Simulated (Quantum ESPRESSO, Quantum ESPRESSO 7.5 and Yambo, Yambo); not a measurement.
# BaS (Fm-3m): G0W0 with Yambo, start to end

Wanted: ground state, empty states, screening and self-energy for BaS (Fm-3m).

Method: PBE and many-body steps on it, plane waves, in Quantum ESPRESSO 7.5 and Yambo 5.3.0.

## 1. Starting point

The structure is cubic, space group Fm-3m (No. 225). The conventional cell has a = 6.388 Å, b = 6.388 Å, c = 6.388 Å, α = 90.00°, β = 90.00°, γ = 90.00°. Nearest to Ba lie 6 S at 3.19 Å. S has 6 Ba at 3.19 Å nearest. Farther neighbours and most contacts between anions are not listed.

The cell and positions come from the Crystallography Open Database and are kept as given unless a step says otherwise.

## 2. Ground state

This step: Quantum ESPRESSO 7.5; DFT, PBE with spin-orbit coupling, plane waves, norm-conserving pseudopotentials.

The ground-state density comes first.

pw.in

```
&control
  calculation = 'scf'
  prefix = 'x'
  outdir = 'o'
  pseudo_dir = 'pseudo'
/
&system
  ibrav = 0
  nat = 2
  ntyp = 2
  ecutwfc = 40.0
  nbnd = 26
  force_symmorphic = .true.
  noncolin = .true.
  lspinorb = .true.
/
&electrons
  conv_thr = 1e-10
  electron_maxstep = 80
  mixing_beta = 0.5
/
ATOMIC_SPECIES
  Ba 137.33 Ba.upf
  S 32.06 S.upf
CELL_PARAMETERS angstrom
  0.0000000000 3.1937500000 3.1937500000
  3.1937500000 0.0000000000 3.1937500000
  3.1937500000 3.1937500000 0.0000000000
ATOMIC_POSITIONS crystal
  Ba 0.0000000000 0.0000000000 0.0000000000
  S 0.5000000000 0.5000000000 0.5000000000
K_POINTS automatic
  6 6 6 0 0 0
```

Run with:

```bash
$ OMP_NUM_THREADS=1 mpirun -n 4 pw.x -nk 4 -in pw.in > pw.out
```

What it wrote:

```text
Program PWSCF v.7.5 starts

     This program is part of the open-source Quantum ESPRESSO suite
     for quantum simulation of materials; please cite
         "P. Giannozzi et al., J. Phys.:Condens. Matter 21 395502 (2009);
         "P. Giannozzi et al., J. Phys.:Condens. Matter 29 465901 (2017);
         "P. Giannozzi et al., J. Chem. Phys. 152 154105 (2020);
     in publications or presentations arising from this work. More details at
     Message from routine setup:
     using ibrav=0 with symmetry is DISCOURAGED, use correct ibrav instead

     G-vector sticks info

     bravais-lattice index     =            0
     lattice parameter (alat)  =       8.5352  a.u.
     unit-cell volume          =     439.6725 (a.u.)^3
     number of atoms/cell      =            2
     number of atomic types    =            2
     number of electrons       =        16.00
     number of Kohn-Sham states=           26
     kinetic-energy cutoff     =      40.0000  Ry
     charge density cutoff     =     160.0000  Ry
     scf convergence threshold =      1.0E-10
     mixing beta               =       0.5000
     number of iterations used =            8  plain     mixing
     Exchange-correlation= PBE
                           (   1   4   3   4   0   0   0)
     Non magnetic calculation with spin-orbit

     celldm(1)=   8.535221  celldm(2)=   0.000000  celldm(3)=   0.000000
     celldm(4)=   0.000000  celldm(5)=   0.000000  celldm(6)=   0.000000

     crystal axes: (cart. coord. in units of alat)
               a(1) = (   0.000000   0.707107   0.707107 )
               a(2) = (   0.707107   0.000000   0.707107 )
               a(3) = (   0.707107   0.707107   0.000000 )

     reciprocal axes: (cart. coord. in units 2 pi/alat)
               b(1) = ( -0.707107  0.707107  0.707107 )
               b(2) = (  0.707107 -0.707107  0.707107 )
               b(3) = (  0.707107  0.707107 -0.707107 )
     Pseudo is Norm-conserving + core correction, Zval = 10.0
     Generated using ONCVPSP code by D. R. Hamann
     Using radial grid of 1958 points, 10 beta functions with:
     Pseudo is Norm-conserving + core correction, Zval =  6.0
     Generated using ONCVPSP code by D. R. Hamann
     Using radial grid of 1146 points, 10 beta functions with:
     Ba               10.00   137.33000     Ba( 1.00)
     S                 6.00    32.06000     S ( 1.00)

     48 Sym. Ops., with inversion, found

   Cartesian axes

     site n.     atom                  positions (alat units)
         1        Ba     tau(   1) = (   0.0000000   0.0000000   0.0000000  )
         2        S      tau(   2) = (   0.7071068   0.7071068   0.7071068  )

     number of k points=    16
                       cart. coord. in units 2pi/alat
        k(    1) = (   0.0000000   0.0000000   0.0000000), wk =   0.0046296
        k(    2) = (   0.1178511   0.1178511  -0.1178511), wk =   0.0370370
        k(    3) = (   0.2357023   0.2357023  -0.2357023), wk =   0.0370370
        k(    4) = (  -0.3535534  -0.3535534   0.3535534), wk =   0.0185185
        k(    5) = (   0.2357023   0.0000000  -0.0000000), wk =   0.0277778
        k(    6) = (   0.3535534   0.1178511  -0.1178511), wk =   0.1111111
        k(    7) = (  -0.2357023  -0.4714045   0.4714045), wk =   0.1111111
        k(    8) = (  -0.1178511  -0.3535534   0.3535534), wk =   0.1111111
        k(    9) = (   0.0000000  -0.2357023   0.2357023), wk =   0.0555556
        k(   10) = (   0.4714045   0.0000000  -0.0000000), wk =   0.0277778
     [... 4 further rows ...]
        k(   15) = (  -0.1178511  -0.3535534   0.5892557), wk =   0.1111111
        k(   16) = (  -0.7071068   0.2357023   0.0000000), wk =   0.0555556

     Dense  grid:    15065 G-vectors     FFT dimensions: (  36,  36,  36)

     Initial potential from superposition of free atoms

     starting charge      15.9834, renormalised to      16.0000
     Starting wfcs are   18 randomized atomic wfcs +    8 random wfcs

     per-process dynamical memory:    30.8 Mb

     Self-consistent Calculation

     iteration #  1     ecut=    40.00 Ry     beta= 0.50

     Threshold (ethr) on eigenvalues was too large:
     Diagonalizing with lowered threshold

     total energy              =     -78.55575007 Ry
     estimated scf accuracy    <       0.13303706 Ry

     iteration #  2     ecut=    40.00 Ry     beta= 0.50

     total energy              =     -78.58802286 Ry
     estimated scf accuracy    <       0.01413612 Ry

     iteration #  3     ecut=    40.00 Ry     beta= 0.50

     total energy              =     -78.59098878 Ry
     estimated scf accuracy    <       0.00181933 Ry

     iteration #  4     ecut=    40.00 Ry     beta= 0.50

     total energy              =     -78.59110927 Ry
     estimated scf accuracy    <       0.00006966 Ry

     iteration #  5     ecut=    40.00 Ry     beta= 0.50

     total energy              =     -78.59113031 Ry
     estimated scf accuracy    <       0.00000284 Ry

     iteration #  6     ecut=    40.00 Ry     beta= 0.50

     total energy              =     -78.59113117 Ry
     estimated scf accuracy    <       0.00000014 Ry

     iteration #  7     ecut=    40.00 Ry     beta= 0.50

     total energy              =     -78.59113125 Ry
     estimated scf accuracy    <       0.00000010 Ry

     iteration #  8     ecut=    40.00 Ry     beta= 0.50

     total energy              =     -78.59113126 Ry
     estimated scf accuracy    <          1.8E-09 Ry

     iteration #  9     ecut=    40.00 Ry     beta= 0.50

     total energy              =     -78.59113126 Ry
     estimated scf accuracy    <          6.2E-10 Ry

     iteration # 10     ecut=    40.00 Ry     beta= 0.50

     End of self-consistent calculation

          k = 0.0000 0.0000 0.0000 (  1893 PWs)   bands (ev):

   -20.1134 -20.1134  -6.6152  -6.6152  -4.5575  -4.5575  -4.5575  -4.5575
    -4.4361  -4.4361   5.8017   5.8017   5.9427   5.9427   5.9427   5.9427
     9.5251   9.5251   9.7797   9.7797   9.7797   9.7797   9.8464   9.8464
    10.7335  10.7335

          k = 0.1179 0.1179-0.1179 (  1877 PWs)   bands (ev):

   -20.1022 -20.1022  -6.7029  -6.7029  -5.0641  -5.0641  -4.5678  -4.5678
    -3.8292  -3.8292   5.2483   5.2483   5.5354   5.5354   5.5987   5.5987
     9.8297   9.8297  10.1886  10.1886  10.2258  10.2258  10.4941  10.4941
    11.4892  11.4892

          k = 0.2357 0.2357-0.2357 (  1886 PWs)   bands (ev):

   -20.0798 -20.0798  -6.8885  -6.8885  -5.3835  -5.3835  -4.5880  -4.5880
    -3.2949  -3.2949   4.3555   4.3555   5.0285   5.0285   5.0706   5.0706
    10.3713  10.3713  11.2692  11.2692  11.3044  11.3044  11.9420  11.9420
    13.2127  13.2129

          k =-0.3536-0.3536 0.3536 (  1892 PWs)   bands (ev):

     [... further k-points ...]

     highest occupied, lowest unoccupied level (ev):     5.9427    8.0420

!    total energy              =     -78.59113126 Ry
     estimated scf accuracy    <          1.3E-12 Ry

     The total energy is the sum of the following terms:
     one-electron contribution =      -5.47458138 Ry
     hartree contribution      =       9.20007205 Ry
     xc contribution           =     -19.82531351 Ry
     ewald contribution        =     -62.49130842 Ry

     convergence has been achieved in  10 iterations

     XML data file, charge density, pseudopotentials, collected wavefunctions

=------------------------------------------------------------------------------=
   JOB DONE.
=------------------------------------------------------------------------------=
```

It took 8.2 s on 4 MPI ranks of Arm Neoverse V2, shared host; peak memory 0.31 GiB; 33 s of CPU time.

Numbers from this step:

- total energy: -1069.2868 eV
- gap: 2.099 eV
- k of the valence top: 0, 0, 0
- k of the conduction bottom: 0, -0.5, -0.5
- least direct gap: 2.189 eV

The gap is indirect, with the least direct gap 0.09 eV higher.

## 3. Bands along the symmetry lines

Levels along a band path, at the cheap level, show where the edges lie and whether the meshes to come will hold them.

pw.in

```
&control
  calculation = 'bands'
  prefix = 'x'
  outdir = 'o'
  pseudo_dir = 'pseudo'
/
&system
  ibrav = 0
  nat = 2
  ntyp = 2
  ecutwfc = 40.0
  nbnd = 28
  force_symmorphic = .true.
  noncolin = .true.
  lspinorb = .true.
/
&electrons
  conv_thr = 1e-9
  electron_maxstep = 80
  diago_full_acc = .true.
  diago_thr_init = 5e-6
/
ATOMIC_SPECIES
  Ba 137.33 Ba.upf
  S 32.06 S.upf
CELL_PARAMETERS angstrom
  0.0000000000 3.1937500000 3.1937500000
  3.1937500000 0.0000000000 3.1937500000
  3.1937500000 3.1937500000 0.0000000000
ATOMIC_POSITIONS crystal
  Ba 0.0000000000 0.0000000000 0.0000000000
  S 0.5000000000 0.5000000000 0.5000000000
K_POINTS crystal
  50
  0.00000000 0.00000000 0.00000000 1
  0.06250000 0.00000000 0.06250000 1
  0.12500000 0.00000000 0.12500000 1
  0.18750000 0.00000000 0.18750000 1
  0.25000000 0.00000000 0.25000000 1
  0.31250000 0.00000000 0.31250000 1
  0.37500000 0.00000000 0.37500000 1
  0.43750000 0.00000000 0.43750000 1
  0.50000000 0.00000000 0.50000000 1
  0.51562500 0.03125000 0.51562500 1
  0.53125000 0.06250000 0.53125000 1
  0.54687500 0.09375000 0.54687500 1
  0.56250000 0.12500000 0.56250000 1
  0.57812500 0.15625000 0.57812500 1
  0.59375000 0.18750000 0.59375000 1
  0.60937500 0.21875000 0.60937500 1
  0.62500000 0.25000000 0.62500000 1
  0.37500000 0.37500000 0.75000000 1
  0.32812500 0.32812500 0.65625000 1
  0.28125000 0.28125000 0.56250000 1
  0.23437500 0.23437500 0.46875000 1
  0.18750000 0.18750000 0.37500000 1
  0.14062500 0.14062500 0.28125000 1
  0.09375000 0.09375000 0.18750000 1
  0.04687500 0.04687500 0.09375000 1
  0.00000000 0.00000000 0.00000000 1
  0.06250000 0.06250000 0.06250000 1
  0.12500000 0.12500000 0.12500000 1
  0.18750000 0.18750000 0.18750000 1
  0.25000000 0.25000000 0.25000000 1
  0.31250000 0.31250000 0.31250000 1
  0.37500000 0.37500000 0.37500000 1
  0.43750000 0.43750000 0.43750000 1
  0.50000000 0.50000000 0.50000000 1
  0.50000000 0.46875000 0.53125000 1
  0.50000000 0.43750000 0.56250000 1
  0.50000000 0.40625000 0.59375000 1
  0.50000000 0.37500000 0.62500000 1
  0.50000000 0.34375000 0.65625000 1
  0.50000000 0.31250000 0.68750000 1
  0.50000000 0.28125000 0.71875000 1
  0.50000000 0.25000000 0.75000000 1
  0.50000000 0.21875000 0.71875000 1
  0.50000000 0.18750000 0.68750000 1
  0.50000000 0.15625000 0.65625000 1
  0.50000000 0.12500000 0.62500000 1
  0.50000000 0.09375000 0.59375000 1
  0.50000000 0.06250000 0.56250000 1
  0.50000000 0.03125000 0.53125000 1
  0.50000000 0.00000000 0.50000000 1
```

What it wrote:

```text
[banner, memory and clock lines left out]
Program PWSCF v.7.5 starts

     Atomic positions and unit cell read from directory:
     o/x.save/

     Message from routine setup:
     using ibrav=0 with symmetry is DISCOURAGED, use correct ibrav instead

     G-vector sticks info

     bravais-lattice index     =            0
     lattice parameter (alat)  =       8.5352  a.u.
     unit-cell volume          =     439.6725 (a.u.)^3
     number of atoms/cell      =            2
     number of atomic types    =            2
     number of electrons       =        16.00
     number of Kohn-Sham states=           28
     kinetic-energy cutoff     =      40.0000  Ry
     charge density cutoff     =     160.0000  Ry
     Exchange-correlation= PBE
                           (   1   4   3   4   0   0   0)
     Non magnetic calculation with spin-orbit

     celldm(1)=   8.535221  celldm(2)=   0.000000  celldm(3)=   0.000000
     celldm(4)=   0.000000  celldm(5)=   0.000000  celldm(6)=   0.000000

     crystal axes: (cart. coord. in units of alat)
               a(1) = (   0.000000   0.707107   0.707107 )
               a(2) = (   0.707107   0.000000   0.707107 )
               a(3) = (   0.707107   0.707107   0.000000 )

     reciprocal axes: (cart. coord. in units 2 pi/alat)
               b(1) = ( -0.707107  0.707107  0.707107 )
               b(2) = (  0.707107 -0.707107  0.707107 )
               b(3) = (  0.707107  0.707107 -0.707107 )
     Pseudo is Norm-conserving + core correction, Zval = 10.0
     Generated using ONCVPSP code by D. R. Hamann
     Using radial grid of 1958 points, 10 beta functions with:
     Pseudo is Norm-conserving + core correction, Zval =  6.0
     Generated using ONCVPSP code by D. R. Hamann
     Using radial grid of 1146 points, 10 beta functions with:
     Ba               10.00   137.33000     Ba( 1.00)
     S                 6.00    32.06000     S ( 1.00)

     48 Sym. Ops., with inversion, found

   Cartesian axes

     site n.     atom                  positions (alat units)
         1        Ba     tau(   1) = (   0.0000000   0.0000000   0.0000000  )
         2        S      tau(   2) = (   0.7071068   0.7071068   0.7071068  )

     number of k points=    50
                       cart. coord. in units 2pi/alat
        k(    1) = (   0.0000000   0.0000000   0.0000000), wk =   0.0200000
        k(    2) = (   0.0000000   0.0883883   0.0000000), wk =   0.0200000
        k(    3) = (   0.0000000   0.1767767   0.0000000), wk =   0.0200000
[...]
[... 38 further rows ...]
        k(   49) = (   0.0441942   0.7071068   0.0000000), wk =   0.0200000
        k(   50) = (   0.0000000   0.7071068   0.0000000), wk =   0.0200000

     Dense  grid:    15065 G-vectors     FFT dimensions: (  36,  36,  36)

     The potential is recalculated from file :
     o/x.save/charge-density

     Starting wfcs are   18 randomized atomic wfcs +   10 random wfcs

     Band Structure Calculation

     End of band structure calculation

          k = 0.0000 0.0000 0.0000 (  1893 PWs)   bands (ev):

   -20.1134 -20.1134  -6.6152  -6.6152  -4.5575  -4.5575  -4.5575  -4.5575
    -4.4361  -4.4361   5.8017   5.8017   5.9427   5.9427   5.9427   5.9427
     9.5251   9.5251   9.7797   9.7797   9.7797   9.7797   9.8464   9.8464
    10.7335  10.7335  10.7335  10.7335

          k = 0.0000 0.0884 0.0000 (  1881 PWs)   bands (ev):

[...]
10.7675  10.7675  11.0208  11.0208

          k = 0.0000 0.1768 0.0000 (  1884 PWs)   bands (ev):

[...]
10.8678  10.8678  11.8631  11.8631

          k =-0.0000 0.2652 0.0000 (  1876 PWs)   bands (ev):

[...]
k = 0.0000 0.4419-0.0000 (  1876 PWs)   bands (ev):

[...]
k =-0.0000 0.5303 0.0000 (  1872 PWs)   bands (ev):

[...]
k = 0.0000 0.6187-0.0000 (  1888 PWs)   bands (ev):

[...]
k = 0.4640 0.4640-0.0000 (  1876 PWs)   bands (ev):

[...]
k = 0.3315 0.3315-0.0000 (  1877 PWs)   bands (ev):

[...]
k = 0.3094 0.7071-0.0000 (  1880 PWs)   bands (ev):

[...]
k = 0.2210 0.7071-0.0000 (  1868 PWs)   bands (ev):

[...]
k = 0.1768 0.7071-0.0000 (  1872 PWs)   bands (ev):

[...]
k = 0.0442 0.7071 0.0000 (  1872 PWs)   bands (ev):

[...]
13.4453  13.4454  13.5738  13.5738

          k = 0.0000 0.7071 0.0000 (  1868 PWs)   bands (ev):

[...]
-4.3478  -4.3478   5.3759   5.3759   5.7115   5.7115   5.8534   5.8534
     8.0420   8.0420  11.8676  11.8676  11.9548  11.9548  13.3752  13.3753
    13.4875  13.4875  13.5873  13.5873

     XML data file, pseudopotentials, collected wavefunctions
```

The job ended after 9 s (4 MPI ranks; peak memory 0.24 GiB; 35 s of CPU time).

This step gave:

```
gap                        : 2.099 eV
k of the valence top       : 0, 0, 0
k of the conduction bottom : 0.5, 0, 0.5
least direct gap           : 2.189 eV
```

The gap is 2.099 eV, as in the run before at this level.

Electronic bands along the path, in eV, zero at the top of the highest filled band; v1 is the highest filled band, c1 the lowest empty one:

```tsv
point	v4	v3	v2	v1	c1	c2	c3	c4
Γ	0.00	0.00	0.00	0.00	3.58	3.58	3.84	3.84
halfway	-0.27	-0.27	-0.14	-0.14	2.78	2.78	4.69	4.69
X	-0.23	-0.23	-0.09	-0.09	2.10	2.10	5.92	5.92
halfway	-0.43	-0.43	-0.28	-0.28	2.43	2.43	6.29	6.29
U	-0.64	-0.64	-0.54	-0.54	3.27	3.27	5.92	5.92
jump to K	-0.64	-0.64	-0.54	-0.54	3.27	3.27	5.92	5.92
halfway	-0.91	-0.91	-0.36	-0.36	4.04	4.04	4.69	4.69
Γ	0.00	0.00	0.00	0.00	3.58	3.58	3.84	3.84
halfway	-0.68	-0.68	-0.63	-0.63	4.07	4.07	4.72	4.72
L	-1.12	-1.12	-1.09	-1.09	5.53	5.53	5.61	5.61
halfway	-0.89	-0.89	-0.80	-0.80	4.66	4.66	4.84	4.84
W	-0.58	-0.58	-0.44	-0.44	4.24	4.24	4.27	4.27
halfway	-0.55	-0.55	-0.31	-0.31	2.74	2.74	6.09	6.09
X	-0.23	-0.23	-0.09	-0.09	2.10	2.10	5.92	5.92
```

(Continued in part 2 of 3.)

[Paths, hosts, dates, memory and timing lines, banners, echoed tables and standing remarks are left out of the program output.]

[Logs are printed without paths, hosts, clocks, repeated set-up lines and the standing remarks that a program may print on its own settings, such as how far it seeks lower states.]

[Runs of the session that timed out or met a known fault of the program may be left out.]

[Hosts, paths, dates, database ids (printed as entryN), source tags and the programs' standing remarks are cut or masked in the printed files.]
